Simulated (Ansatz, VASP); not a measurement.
**One calculation of As, two programs**

INCAR

```
SYSTEM = As
ALGO = Normal
DIPOL = 0.5 0.5 0.500
EDIFF = 1E-7
ENCUT = 520
GGA = PE
IDIPOL = 3
ISIF = 2
ISMEAR = 0
IVDW = 12
LASPH = .TRUE.
LCHARG = .FALSE.
LDIPOL = .TRUE.
LREAL = .FALSE.
LWAVE = .FALSE.
NBANDS = 18
NELM = 60
PREC = Accurate
SIGMA = 0.1
```

The input KPOINTS:

```
k-points
0
G
  6 6 1
  0 0 0
```

POSCAR

```
As
1.0
    3.7594990000      0.0000000000      0.0000000000
   -1.8797490000      3.2558220000      0.0000000000
    0.0000000000      0.0000000000     20.0000000000
As
4
Direct
    0.6666666700      0.3333333300      0.4190000000
    0.3333333300      0.6666666700      0.3553428600
    0.6666666700      0.3333333300      0.5810000000
    0.0000000000      0.0000000000      0.6446571400
```

Input for Ansatz:

```yaml
crystal:
  lattice:
    - [3.759499, 0.0, 0.0]
    - [-1.879749, 3.255822, 0.0]
    - [0.0, 0.0, 20.0]
  atoms:
    - { symbol: As, position: [0.66666667, 0.33333333, 0.419] }
    - { symbol: As, position: [0.33333333, 0.66666667, 0.35534286] }
    - { symbol: As, position: [0.66666667, 0.33333333, 0.581] }
    - { symbol: As, position: [0.0, 0.0, 0.64465714] }
  periodic: [true, true, false]
basis:
  ecutwfc: 420
kpoints:
  mp_grid: { grid: [6, 6, 1] }
hamiltonian:
  xc: pbe
  dispersion: d3bj
scf:
  occupations: { method: gaussian, width: 0.1 }
  lower_state_search: "off"
output:
  forces: true
  stress: true
  eigenvalues: true
```

Alike in both runs: task single point; functional PBE; dispersion D3(BJ); k mesh 6 × 6 × 1; occupations gaussian, width 0.1 eV; no spin polarisation.

|  | VASP | Ansatz |
| --- | --- | --- |
| version | VASP 6.6.1 | Ansatz 0.2.0 |
| potentials or method | VASP PAW PBE potentials, release 64 (As) | scalar-relativistic, plane waves, PAW |
| plane-wave cutoff (eV) | 520 | 420 |
| valence electrons in the cell | 20 | 60 |

Ansatz gave:

* gap on the k mesh at the Fermi level (eV): none
* rms of the force components (eV/Å): 0.310

Problem. Estimate VASP's values.

Solution. gap on the k mesh at the Fermi level (eV): none; rms of the force components (eV/Å): 0.350.

Atom by atom the forces differ by 0.041 eV/Å (rms over components). A gap of «none» marks a metal or a gap that the smearing closes. The two sets of potentials don't hold the same shells in valence. Ansatz warned: «slab_cell_height_set».
